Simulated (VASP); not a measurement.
# Y in VASP: a series of runs

One slab, Y, is run at these levels: PBE; tasks: single point.

Program: VASP 6.6.1. These are calculated values, not measurements. Logs are shortened: lines on timing, memory, paths and dates and some standing lists are left out, and cuts for length are marked.

## Step 1: The slab as given

The cell holds a slab with vacuum, 3 atoms: a = 3.651 Å, b = 3.651 Å, c = 20.747 Å, α = 90.00°, β = 90.00°, γ = 120.00°.

The slab is cut from a database's or a generator's crystal, which needn't be the stable form of the element.

## Step 2: Single point, PBE

INCAR reads:

```
SYSTEM = Y
PREC = Accurate ; ENCUT = 600
EDIFF = 1E-7 ; ISMEAR = -1
SIGMA = 0.05 ; LREAL = .False.
LASPH = .True. ; NELM = 60
ALGO = Fast ; ISIF = 2
LWAVE = .False. ; LCHARG = .False.
LDIPOL = .True. ; IDIPOL = 3
DIPOL = 0.5 0.5 0.500 ; GGA = PE
```

KPOINTS reads:

```
regular mesh
0
Gamma
  8 8 1
  0 0 0
```

POSCAR reads:

```
Y
1.0
    3.6514992371      0.0000000000      0.0000000000
   -1.8257496186      3.1622911012      0.0000000000
    0.0000000000      0.0000000000     20.7474000000
Y
3
Direct
    0.3333333333      0.6666666666      0.3614910784
    0.6666666667      0.3333333334      0.5000000000
    0.3333333333      0.6666666666      0.6385089216
```

Potentials or basis: VASP PAW PBE potentials, release 54 (Y_sv).

The run is started by

```sh
$ cat potpaw_PBE.54/Y_sv/POTCAR > POTCAR
$ mpirun -np 1 vasp_std > vasp.out
```

OUTCAR:

```text
SYSTEM = Y
   PREC = Accurate
   ENCUT = 600
   EDIFF = 1E-7
   ISMEAR = -1
   LREAL = .False.
   LASPH = .True.
   NELM = 60
   ISIF = 2
   GGA = PE

 ion  position               nearest neighbor table
   1  0.333  0.667  0.361-   2 3.56   2 3.56   2 3.56
   2  0.667  0.333  0.500-   1 3.56   3 3.56   1 3.56   3 3.56   1 3.56   3 3.56
   3  0.333  0.667  0.639-   2 3.56   2 3.56   2 3.56

  LATTYP: Found a hexagonal cell.
 ALAT       =     3.6514992371
 C/A-ratio  =     5.6818853443

  Lattice vectors:

 A1 = (   3.6514992371,   0.0000000000,   0.0000000000)
 A2 = (  -1.8257496186,   3.1622911012,   0.0000000000)
 A3 = (   0.0000000000,   0.0000000000,  20.7474000000)

Analysis of symmetry for initial positions (statically):
=====================================================================
 Subroutine PRICEL returns:
 Original cell was already a primitive cell.

 Routine SETGRP: Setting up the symmetry group for a
 hexagonal supercell.

 Subroutine GETGRP returns: Found 12 space group operations
 (whereof 12 operations were pure point group operations)
 out of a pool of 24 trial point group operations.

The static configuration has the point symmetry D_3h.

Analysis of symmetry for dynamics (positions and initial velocities):
=====================================================================
 Subroutine PRICEL returns:
 Original cell was already a primitive cell.

 Routine SETGRP: Setting up the symmetry group for a
 hexagonal supercell.

 Subroutine GETGRP returns: Found 12 space group operations
 (whereof 12 operations were pure point group operations)
 out of a pool of 24 trial point group operations.

The dynamic configuration has the point symmetry D_3h.

 Subroutine INISYM returns: Found 12 space group operations
 (whereof 12 operations are pure point group operations),
 and found     1 'primitive' translations

----------------------------------------------------------------------------------------

                                     Primitive cell

  volume of cell :     239.5724

  direct lattice vectors                    reciprocal lattice vectors
     3.651499237  0.000000000  0.000000000     0.273860115  0.158113211  0.000000000
    -1.825749619  3.162291101  0.000000000     0.000000000  0.316226422  0.000000000
     0.000000000  0.000000000 20.747400000     0.000000000  0.000000000  0.048198810

  length of vectors
     3.651499237  3.651499237 20.747400000     0.316226422  0.316226422  0.048198810

[... 74 lines left out ...]
   ISYM   =      2    0-nonsym 1-usesym 2-fastsym
   POTIM  = 0.5000    time-step for ionic-motion
   TEBEG  =    0.0;   TEEND  =   0.0 temperature during run
   PSTRESS=    0.0 pullay stress
   NELECT =      33.0000    total number of electrons
   NUPDOWN=      -1.0000    fix difference up-down
   EMIN   =  10.00;   EMAX   =-10.00  energy-range for DOS
   EFERMI =   0.00;   METHOD = LEGACY
   ISMEAR =    -1;   SIGMA  =   0.05  broadening in eV -4-tet -1-fermi 0-gaus
   EFERMI_NEDOS =   21; number of points for ismear=-14 and -15
   IALGO  =     68    algorithm
   IMIX   =      4    mixing-type and parameters
     AMIX     =   0.40;   BMIX     =  1.00
     AMIX_MAG =   1.60;   BMIX_MAG =  1.00
  volume/ion in A,a.u.               =      79.86       538.90
  Fermi-wavevector in a.u.,A,eV,Ry     =   0.845475  1.597715  9.725816  0.714827
  Thomas-Fermi vector in A             =   1.960669
   LORBIT       =      0    0 simple, 1 ext, 2 COOP (PROOUT), +10 PAW based schemes
   GGA     = PE    functional components
   LHFCALC =     F    Hartree Fock is set to
   AEXX    =    0.0000 exact exchange contribution
   IVDW    =     0    specifies the selected vdW correction
   LEPSILON=     F    determine dielectric tensor
   LRPA    =     F    only Hartree local field effects (RPA)
 non-spin polarized calculation
 RMM-DIIS sequential band-by-band and
  energy-cutoff  :      600.00
  volume of cell :      239.57
 maximum number of plane-waves:      8057
 NGX is ok and might be reduce to    30
   NGX = 15   NGY = 15   NGZ = 83

 dipolmoment           0.000000      0.000000      0.000000 electrons x Angstroem

 number of electron      33.0000002 magnetization

 dipolmoment           0.000000      0.000000     -0.000000 electrons x Angstroem

 Free energy of the ion-electron system (eV)
  ---------------------------------------------------
  ext. energy  EPLUGINS =         0.00000000
  ---------------------------------------------------
  free energy    TOTEN  =       -17.86896329 eV

  energy without entropy =      -17.81052770  energy(sigma->0) =      -17.83974549

 E-fermi :  -0.5185     XC(G=0):  -4.7958

 val. band max:       -0.5239081602   @ k =   0.2500   0.0000   0.0000
 cond. band min:      -0.4996026591   @ k =   0.3750   0.2500   0.0000
 fundamental gap:      0.0243055011
 Fermi energy:        -0.5184629564

 k-point     1 :       0.0000    0.0000    0.0000
  band No.  band energies     occupation
      1     -43.6851      2.00000
      2     -43.6843      2.00000
      3     -43.0338      2.00000
      4     -23.7679      2.00000
      5     -23.7164      2.00000
      6     -23.4446      2.00000
[... 219 lines left out ...]
     19      -0.0121      0.00008
     20       0.4557      0.00000

------------------------ aborting loop because EDIFF is reached ----------------------------------------

 vacuum level on the upper side and lower side of the slab       (xc-potential included)        -0.335        -0.335

  FORCE on cell =-STRESS in cart. coord.  units (eV):
  Direction    XX          YY          ZZ          XY          YZ          ZX
  --------------------------------------------------------------------------------------
  -------------------------------------------------------------------------------------
  Total       -1.4027595     -1.4027595     -1.2039046      0.0000000     -0.0000000      0.0000000
  in kB       -9.3811712     -9.3811712     -8.0512986      0.0000000     -0.0000000      0.0000000
  external PRESSURE =      -8.9378803 kB  Pullay stress =       0.0000000 kB

 VOLUME and BASIS-vectors are now :
 -----------------------------------------------------------------------------
  energy-cutoff  :      600.00
  volume of cell :      239.57
      direct lattice vectors                 reciprocal lattice vectors
     3.651499237  0.000000000  0.000000000     0.273860115  0.158113211  0.000000000
    -1.825749619  3.162291101  0.000000000     0.000000000  0.316226422  0.000000000
     0.000000000  0.000000000 20.747400000     0.000000000  0.000000000  0.048198810

 POSITION                                       TOTAL-FORCE (eV/Angst)
 -----------------------------------------------------------------------------------
     -0.00000      2.10819      7.50000         0.000000      0.000000      0.198373
      1.82575      1.05410     10.37370         0.000000     -0.000000      0.000000
     -0.00000      2.10819     13.24740        -0.000000      0.000000     -0.198373
 -----------------------------------------------------------------------------------
    total drift:                                0.000000      0.000000     -0.000000

  FREE ENERGIE OF THE ION-ELECTRON SYSTEM (eV)
  ---------------------------------------------------
  free  energy   TOTEN  =       -17.8689632900 eV

  energy  without entropy=      -17.8105276983  energy(sigma->0) =      -17.83974549

 vacuum level on the upper side and lower side of the slab         2.427         2.427
```

OSZICAR:

```text
N       E                     dE             d eps       ncg     rms          rms(c)
DAV:   1     0.176070498309E+03    0.17607E+03   -0.16675E+04   468   0.150E+03
DAV:   2     0.366524123306E+01   -0.17241E+03   -0.16688E+03   440   0.341E+02
DAV:   3    -0.180180777329E+02   -0.21683E+02   -0.21194E+02   772   0.633E+01
[... 52 lines left out ...]
RMM:  56    -0.178689628774E+02    0.73719E-05   -0.31172E-06   430   0.377E-03    0.744E-02
RMM:  57    -0.178689635443E+02   -0.66690E-06   -0.13242E-06   359   0.180E-03    0.752E-02
RMM:  58    -0.178689634233E+02    0.12104E-06   -0.89441E-07   222   0.107E-03    0.737E-02
RMM:  59    -0.178689633040E+02    0.11924E-06   -0.78337E-07   175   0.905E-04    0.733E-02
RMM:  60    -0.178689632900E+02    0.14028E-07   -0.65834E-07   161   0.835E-04
   1 F= -.17868963E+02 E0= -.17839745E+02  d E =-.584356E-01
```

Run time: 6.8 min. Hardware: 1 thread of Intel Xeon Platinum 8375C at 2.90GHz (Ice Lake), shared host; peak memory 0.4 GiB.

Results:

| Item | Value |
| --- | --- |
| Free energy | -17.8690 eV |
| Largest force | 0.198 eV/Å |
| Band gap on the k mesh | none (metal or under the smearing width) |

Forces on the atoms (eV/Å):
```
Y    0.000  0.000  0.198
Y    0.000  0.000  0.000
Y    0.000  0.000 -0.198
```

## Step 3: Single point, PBE

INCAR is that of step 2.

KPOINTS is that of step 2.

POSCAR is that of step 2.

Potentials or basis: VASP PAW PBE potentials, release 54 (Y_sv).

The run is started by

```sh
$ cat potpaw_PBE.54/Y_sv/POTCAR > POTCAR
$ mpirun -np 1 vasp_std > vasp.out
```

Wall time 7.5 min (1 thread of Intel Xeon Platinum 8375C at 2.90GHz (Ice Lake), shared host); peak memory 0.4 GiB.

It converged, with:

```
Free energy            : -17.8690 eV
Largest force          : 0.198 eV/Å
Band gap on the k mesh : none (metal or under the smearing width)
```

Forces on the atoms (eV/Å):
```
Y    0.000  0.000  0.198
Y    0.000  0.000  0.000
Y    0.000  0.000 -0.198
```

Levels at points of the mesh, in eV from the Fermi level:
| k point | band 13 | band 14 | band 15 | band 16 | band 17 | band 18 | band 19 | band 20 |
| --- | --- | --- | --- | --- | --- | --- | --- | --- |
| (0.00, 0.00, 0.00) | -4.27 | -3.41 | -2.25 | 0.13 | 0.24 | 0.81 | 1.58 | 1.59 |
| (0.50, 0.00, 0.00) | -1.56 | -1.46 | -1.21 | -0.46 | -0.21 | 0.49 | 0.69 | 1.26 |

## Step 4: Single point, PBE

INCAR reads:

```
PREC = Accurate ; ENCUT = 600
EDIFF = 1E-7 ; ISMEAR = -1
SIGMA = 0.05 ; LREAL = False
LASPH = True ; NELM = 60
ALGO = Fast ; ISIF = 2
LWAVE = False ; LCHARG = False
LDIPOL = True ; IDIPOL = 3
DIPOL = 0.5 0.5 0.500 ; GGA = PE
```

KPOINTS reads:

```
Automatic mesh
0
Monkhorst-Pack
  6 6 1
```

POSCAR is that of step 3.

Potentials or basis: VASP PAW PBE potentials, release 64 (Y_sv).

The run is started by

```sh
$ cat potpaw_PBE.64/Y_sv/POTCAR > POTCAR
$ mpirun -np 1 vasp_std > vasp.out
```

OUTCAR:

```text
PREC = Accurate
   ENCUT = 600
   EDIFF = 1E-7
   ISMEAR = -1
   LREAL = False
   LASPH = True
   NELM = 60
   ISIF = 2
   GGA = PE

 ion  position               nearest neighbor table
   1  0.333  0.667  0.361-   2 3.56   2 3.56   2 3.56
   2  0.667  0.333  0.500-   1 3.56   3 3.56   1 3.56   3 3.56   1 3.56   3 3.56
   3  0.333  0.667  0.639-   2 3.56   2 3.56   2 3.56

  LATTYP: Found a hexagonal cell.
 ALAT       =     3.6514992371
 C/A-ratio  =     5.6818853443

  Lattice vectors:

[... 461 lines left out ...]
  Direction    XX          YY          ZZ          XY          YZ          ZX
  --------------------------------------------------------------------------------------
  -------------------------------------------------------------------------------------
  Total       -1.3788688     -1.3788688     -1.1724240      0.0000000      0.0000000      0.0000000
  in kB       -9.2213984     -9.2213984     -7.8407668      0.0000000      0.0000000      0.0000000
  external PRESSURE =      -8.7611878 kB  Pullay stress =       0.0000000 kB

 VOLUME and BASIS-vectors are now :
 -----------------------------------------------------------------------------
  energy-cutoff  :      600.00
  volume of cell :      239.57
      direct lattice vectors                 reciprocal lattice vectors
     3.651499237  0.000000000  0.000000000     0.273860115  0.158113211  0.000000000
    -1.825749619  3.162291101  0.000000000     0.000000000  0.316226422  0.000000000
     0.000000000  0.000000000 20.747400000     0.000000000  0.000000000  0.048198810

 POSITION                                       TOTAL-FORCE (eV/Angst)
 -----------------------------------------------------------------------------------
     -0.00000      2.10819      7.50000         0.000000      0.000000      0.202652
      1.82575      1.05410     10.37370        -0.000000     -0.000000      0.000000
     -0.00000      2.10819     13.24740        -0.000000      0.000000     -0.202652
 -----------------------------------------------------------------------------------
    total drift:                               -0.000000      0.000000     -0.000000

  FREE ENERGIE OF THE ION-ELECTRON SYSTEM (eV)
  ---------------------------------------------------
  free  energy   TOTEN  =       -17.8666448410 eV

  energy  without entropy=      -17.8048813158  energy(sigma->0) =      -17.83576308

 vacuum level on the upper side and lower side of the slab         2.560         2.560
```

Wall time 4.4 min (1 thread of Intel Xeon Platinum 8375C at 2.90GHz (Ice Lake), shared host); peak memory 0.41 GiB.

What came out:

| Quantity | Value |
| --- | --- |
| Free energy | -17.8666 eV |
| Largest force | 0.203 eV/Å |

Forces on the atoms (eV/Å):
```
Y    0.000  0.000  0.203
Y    0.000  0.000  0.000
Y    0.000  0.000 -0.203
```

Levels at points of the mesh, in eV from the Fermi level:
```csv
k point,band 15,band 16,band 17,band 18,band 19,band 20
"(0.08, 0.08, 0.00)",-1.84,0.13,0.25,0.63,1.02,1.21
```
